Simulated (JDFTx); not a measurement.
# N (P6_3/mmc) in JDFTx: reference runs

Aim: a first look at N with PBE, on the cell as given and on a disturbed one.

All numbers are computed with JDFTx 1.7.0 (patched build); they aren't measurements. Logs are shortened: lines on timing, memory, paths and dates and some standing lists are left out, and cuts for length are marked. The log counts tension as positive stress, the text compression.

## 1. The structure

Symmetry: P6_3/mmc, No. 194, hexagonal system. The conventional cell has a = 2.519 Å, b = 2.519 Å, c = 2.446 Å, α = 90.00°, β = 90.00°, γ = 120.00°. N (site symmetry -6m2) is surrounded by 6 N at 1.90 Å.

The real solid is made of molecules; this cell is a model form.

## 2. Single point, PBE

N.in reads:

```
lattice \
    4.7611154386    -2.3805577193     0.0000000000 \
    0.0000000000     4.1232469202     0.0000000000 \
    0.0000000000     0.0000000000     4.6222738803
coords-type Lattice
ion N      0.3333333333     0.6666666667     0.7500000000 1
ion N      0.6666666667     0.3333333333     0.2500000000 1

ion-species pseudo/N.upf
elec-cutoff 42
elec-ex-corr gga-PBE
kpoint-folding 12 12 11
elec-smearing Fermi 0.0018374661
elec-n-bands 10
electronic-SCF nIterations 100 energyDiffThreshold 1e-08
electronic-minimize nIterations 30 energyDiffThreshold 1e-7
converge-empty-states yes
forces-output-coords Cartesian

dump-name run.$VAR
dump End Ecomponents EigStats BandEigs Kpoints Forces Stress
```

Potentials or basis: PseudoDojo-SR-PBE-0.5-standard.

Started as:

```sh
$ jdftx -c 1 -i N.in -o N.out
```

Output:

```text
*************** JDFTx 1.7.0 (patched build) ***************

Input parsed successfully to the following command list (including defaults):
[... the input with its defaults ...]

---------- Setting up symmetries ----------

Found 24 point-group symmetries of the bravais lattice
Found 24 space-group symmetries with basis
Applied RMS atom displacement 2.74883e-10 bohrs to make symmetries exact.

---------- Initializing the Grid ----------
R =
[      4.76112     -2.38056            0  ]
[            0      4.12325            0  ]
[            0            0      4.62227  ]
unit cell volume = 90.741
G =
[    1.31969   0.761922         -0  ]
[          0    1.52384          0  ]
[          0         -0    1.35933  ]
Minimum fftbox size, Smin = [  28  28  28  ]
Chosen fftbox size, S = [  28  28  28  ]

---------- Exchange Correlation functional ----------
Initalized PBE GGA exchange.
Initalized PBE GGA correlation.

---------- Setting up pseudopotentials ----------
Width of ionic core gaussian charges (only for fluid interactions / plotting) set to 0

Reading pseudopotential file 'pseudo/N.upf':
  'N' pseudopotential, 'PBE' functional
  Generated using ONCVPSP code by D. R. Hamann
  5 valence electrons, 2 orbitals, 4 projectors, 1001 radial grid points, with lMax = 1
    2S    l: 0   occupation:  2.0   eigenvalue: -0.682907
    2P    l: 1   occupation:  3.0   eigenvalue: -0.260548
  Core radius for overlap checks: 1.31 bohrs.

Initialized 1 species with 2 total atoms.

Folded 1 k-points by 12x12x11 to 1584 k-points.

---------- Setting up k-points, bands, fillings ----------
Reduced to 114 k-points under symmetry.
Computing the number of bands and number of electrons
Calculating initial fillings.
nElectrons:  10.000000   nBands: 10   nStates: 114

----- Setting up reduced wavefunction bases (one per k-point) -----
average nbasis = 1179.711 , ideal nbasis = 1179.700

---------- Setting up ewald sum ----------
Optimum gaussian width for ewald sums = 1.597128 bohr.
Real space sum over 1331 unit cells with max indices [  5  5  5  ]
Reciprocal space sum over 2197 terms with max indices [  6  6  6  ]

---------- Allocating electronic variables ----------
Initializing wave functions:  linear combination of atomic orbitals
Note: number of bands (10) exceeds available atomic orbitals (8)
N pseudo-atom occupations:   s ( 2 )  p ( 3 )
	FillingsUpdate:  mu: +0.391120528  nElectrons: 10.000000
LCAOMinimize: Iter:   0  F: -19.6498668305376967  |grad|_K:  1.111e-04  alpha:  1.000e+00
	FillingsUpdate:  mu: +0.389997890  nElectrons: 10.000000
LCAOMinimize: Iter:   1  F: -19.6499285975093194  |grad|_K:  2.889e-06  alpha:  8.775e-01  linmin: -2.424e-04  cgtest:  8.219e-03
	FillingsUpdate:  mu: +0.390003929  nElectrons: 10.000000
LCAOMinimize: Iter:   2  F: -19.6499286418440811  |grad|_K:  1.239e-07  alpha:  9.316e-01  linmin:  9.413e-04  cgtest: -9.118e-03
	FillingsUpdate:  mu: +0.390003673  nElectrons: 10.000000
LCAOMinimize: Iter:   3  F: -19.6499286419292361  |grad|_K:  3.095e-09  alpha:  9.650e-01  linmin: -5.818e-02  cgtest:  3.346e-01
LCAOMinimize: Encountered beta<0, resetting CG.
LCAOMinimize: Converged (|Delta F|<1.000000e-06 for 2 iters).

-------- Electronic minimization -----------
Will mix electronic density at each iteration.
	FillingsUpdate:  mu: +0.390003673  nElectrons: 10.000000
	FillingsUpdate:  mu: +0.382522916  nElectrons: 10.000000
SCF: Cycle:  0   F: -19.682639444871850   dF: -3.271e-02   |Residual|: 2.714e-02   |deigs|: 1.550e-01
	FillingsUpdate:  mu: +0.380101002  nElectrons: 10.000000
SCF: Cycle:  1   F: -19.682868876389819   dF: -2.294e-04   |Residual|: 1.331e-02   |deigs|: 1.018e-02
	FillingsUpdate:  mu: +0.378349655  nElectrons: 10.000000
SCF: Cycle:  2   F: -19.682889728529457   dF: -2.085e-05   |Residual|: 2.005e-03   |deigs|: 2.519e-03
	FillingsUpdate:  mu: +0.378896247  nElectrons: 10.000000
SCF: Cycle:  3   F: -19.682890424989385   dF: -6.965e-07   |Residual|: 8.590e-04   |deigs|: 6.048e-04
	FillingsUpdate:  mu: +0.378808805  nElectrons: 10.000000
SCF: Cycle:  4   F: -19.682890508355463   dF: -8.337e-08   |Residual|: 1.393e-04   |deigs|: 1.981e-04
	FillingsUpdate:  mu: +0.378805874  nElectrons: 10.000000
SCF: Cycle:  5   F: -19.682890513103693   dF: -4.748e-09   |Residual|: 3.236e-05   |deigs|: 1.197e-04
	FillingsUpdate:  mu: +0.378813389  nElectrons: 10.000000
SCF: Cycle:  6   F: -19.682890513783676   dF: -6.800e-10   |Residual|: 9.064e-06   |deigs|: 9.155e-05
SCF: Converged (|Delta E|<1.000000e-08 for 2 iters).

Setting wave functions to eigenvectors of Hamiltonian
Converging empty states (this may take a while): |deigs|: 7.971e-04

# Stress tensor in Cartesian coordinates [Eh/a0^3]:
[ -0.000518706            0            0  ]
[            0 -0.000518706            0  ]
[            0            0 -0.000114593  ]

# Ionic positions in lattice coordinates:
ion N   0.333333333333333   0.666666666666667   0.750000000000000 1
ion N   0.666666666666667   0.333333333333333   0.250000000000000 1

# Forces in Cartesian coordinates:
force N  -0.000000000000000  -0.000000000000000   0.000000000000000 1
force N  -0.000000000000000  -0.000000000000000   0.000000000000000 1

# Energy components:
   Eewald =      -19.8521597450348644
       EH =        1.8976194348686970
     Eloc =       -8.3454034327847175
      Enl =       -1.1663247619435508
      Exc =       -5.8084748501867542
 Exc_core =        0.7953354759554643
       KE =       12.7968321527761368
-------------------------------------
     Etot =      -19.6825757263495866
       TS =        0.0003147874340884
-------------------------------------
        F =      -19.6828905137836756

IonicMinimize: Iter:   0  F: -19.682890513783676  |grad|_K:        nan
IonicMinimize: None of the convergence criteria satisfied after 0 iterations.

#--- Lowdin population analysis ---
# oxidation-state N +0.015 +0.015

Dumping 'run.eigStats' ...
	eMin: -0.432336 at state 0 ( [ +0.000000 +0.000000 +0.000000 ] spin 0 )
	HOMO: +0.378602 at state 35 ( [ +0.000000 +0.416667 +0.454545 ] spin 0 )
	mu  : +0.378815
	LUMO: +0.379195 at state 51 ( [ +0.083333 +0.166667 +0.272727 ] spin 0 )
	eMax: +1.278595 at state 37 ( [ +0.000000 +0.500000 +0.090909 ] spin 0 )
	HOMO-LUMO gap: +0.000593
	Optical gap  : +0.001687 at state 11 ( [ +0.000000 +0.083333 +0.454545 ] spin 0 )
Done!
```

Wall time 31 s (1 thread of Arm Neoverse V1, shared host); peak memory 0.09 GiB.

What came out:

```yaml
Free_energy: -535.5987 eV
Pressure: 11.3 GPa
Band_gap_on_the_k_mesh: none (metal or under the smearing width)
```

Levels at points of the mesh, in eV from the Fermi level:
| k point | band 2 | band 3 | band 4 | band 5 | band 6 | band 7 | band 8 |
| --- | --- | --- | --- | --- | --- | --- | --- |
| (0.00, 0.00, 0.00) | -5.76 | -4.80 | -2.37 | -2.37 | 2.82 | 2.82 | 6.13 |
| (0.00, 0.50, 0.00) | -14.50 | -5.01 | -2.26 | -1.51 | 1.72 | 2.70 | 5.07 |

## 3. Single point, PBE (atoms moved at random, drawn with an rms of 0.05 Å)

Changes to N.in since step 2:

```diff
@@ -5,4 +5,4 @@
 coords-type Lattice
-ion N      0.3333333333     0.6666666667     0.7500000000 1
-ion N      0.6666666667     0.3333333333     0.2500000000 1
+ion N      0.3289840000     0.6602320000     0.7360610000 1
+ion N      0.6716180000     0.3329040000     0.2585870000 1
 
@@ -20,2 +20,2 @@
 dump-name run.$VAR
-dump End Ecomponents EigStats BandEigs Kpoints Forces Stress
+dump End Ecomponents EigStats BandEigs Kpoints Forces Stress ElecDensity Dtot KEdensity
```

Potentials or basis: PseudoDojo-SR-PBE-0.5-standard.

Started as:

```sh
$ jdftx -c 1 -i N.in -o N.out
```

It took 4 min on 1 thread of Arm Neoverse V1, shared host; peak memory 0.42 GiB.

The run converged. Its results:

* Free energy: -535.6583 eV
* Pressure: 11.7 GPa
* Band gap on the k mesh: none (metal or under the smearing width)

Stress tensor (GPa, compression positive):
```
11.94 -2.19  0.62
-2.19 15.47  0.49
 0.62  0.49  7.83
```

Levels at points of the mesh, in eV from the Fermi level:
```csv
k point,band 1,band 2,band 3,band 4,band 5,band 6,band 7,band 8
"(0.00, 0.00, 0.00)",-22.13,-5.78,-4.81,-2.56,-2.29,2.61,2.96,6.02
"(0.00, 0.50, 0.00)",-17.59,-14.42,-5.09,-2.39,-1.63,1.83,2.71,5.09
"(0.50, 0.00, 0.00)",-17.40,-14.76,-5.03,-2.18,-1.39,1.48,2.73,5.01
"(0.50, 0.50, 0.00)",-17.56,-14.48,-5.08,-2.35,-1.59,1.77,2.72,5.07
```
